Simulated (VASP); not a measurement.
Set up this calculation in VASP 6.6.1, as the native input.

* Task: single point
* Functional: PBEsol
* Potentials or basis: VASP PAW PBE potentials, release 64 (O, C, H)
* Cutoff: 520 eV
* k mesh: 1 × 1 × 1
* Occupations: fermi-dirac, width 0.02 eV
* Spin: no spin polarisation
* Dipole correction: no
* Further INCAR settings: LREAL = Auto; ALGO = Normal; EDIFF = 1e-07; NBANDS = 98

The structure of H2CO2 lies in POSCAR:

```
H2CO2
1.0
    7.3876590000      0.0000000000      0.0000000000
    0.0000000000      7.3876590000      0.0000000000
    0.0000000000      0.0000000000      7.3876590000
O C H
16 8 16
Direct
    0.8564824121      0.4518616791      0.1318279579
    1.0014539112      0.5221139741     -0.1333710719
    0.5400492903      0.8133835089      0.5020805644
    0.3034114054      0.8830131439      0.3201284737
    0.4020218042      0.4404642932      0.5637645159
    0.2942204019      0.6998157332      0.6806621692
    0.2341201726      0.0160131917      0.0258674636
    0.3968239465      0.2445294240      0.1371205682
    0.7236257115     -0.0160267278      0.8105138583
    0.6580433666      0.1882057632      0.5988906635
    0.0822723409      0.1866220409      0.3988949679
    0.1141768996      0.1995219325      0.6942524012
    0.4650729006      0.5602451331      0.1153951475
    0.5762447888      0.4862974861     -0.1571539780
    0.9914236702      0.8481983264      0.5727930864
    0.9990038793      0.7146512853      0.3017193945
    0.9166367858      0.4137169840     -0.0422732018
    0.4653706946      0.8547362568      0.3475931956
    0.2765964157      0.5573754825      0.5820246982
    0.2857603471      0.1830349777      0.0336371779
    0.6144030200      0.0993413475      0.7296628066
    0.0439516767      0.2540046854      0.5578492456
    0.5356500618      0.5918654340     -0.0317691978
    0.9422741358      0.8254306269      0.4052704652
    0.9144168674      0.5679065588      0.1658982906
    0.8701267885      0.2780312410     -0.0899337666
    0.4448364495      0.7810051872      0.6003660970
    0.5608542571      0.8427703553      0.2346480800
    0.5230750364      0.4673063551      0.6515054363
    0.1601183812      0.5396161355      0.4798949166
    0.2960342376     -0.0398231700      0.1297975448
    0.2417274539      0.2806301699     -0.0768443698
    0.8436095927     -0.0381446951      0.7621358809
    0.4803416075      0.1037947204      0.8002941121
    0.1822363485      0.0926409841      0.4017510824
   -0.0689663667      0.3535761464      0.5480220460
    0.4338992907      0.4258453185      0.1204034999
    0.5396025994      0.7388267379     -0.0575013005
    1.1237524634      0.7982501629      0.5992426017
    0.8217894194      0.9080007618      0.3626588612
```

The cell was built by a generator and needn't be a form met in nature.

These files were run (other wordings do the same):

INCAR

```
PREC = Accurate
ENCUT = 520
EDIFF = 1E-7
ISMEAR = -1
SIGMA = 0.02
LREAL = Auto
LASPH = True
NELM = 100
ALGO = Normal
ISIF = 2
LWAVE = False
LCHARG = False
GGA = PS
NBANDS = 98
```

KPOINTS

```
Automatic mesh
0
Gamma
  1 1 1
```

Potentials or basis: VASP PAW PBE potentials, release 64 (O, C, H).

Run with:

```sh
$ cat potpaw_PBE.64/O/POTCAR potpaw_PBE.64/C/POTCAR potpaw_PBE.64/H/POTCAR > POTCAR
$ mpirun -np 1 vasp_gam > vasp.out
```

It gave:

| Item | Value |
| --- | --- |
| Pressure | 4.5 GPa |
| Largest force | 5.058 eV/Å |
| Band gap on the k mesh | 3.78 eV, direct |

Caveat: the standard files for N, O and F lose accuracy on very short bonds; the PAW data sets were made with another functional, which shifts forces and pressure a little.

Run time: 70 s on 1 thread of Intel(R) Xeon(R) Platinum 8375C CPU @ 2.90GHz (Ice Lake) (shared host), peak memory 0.39 GiB.
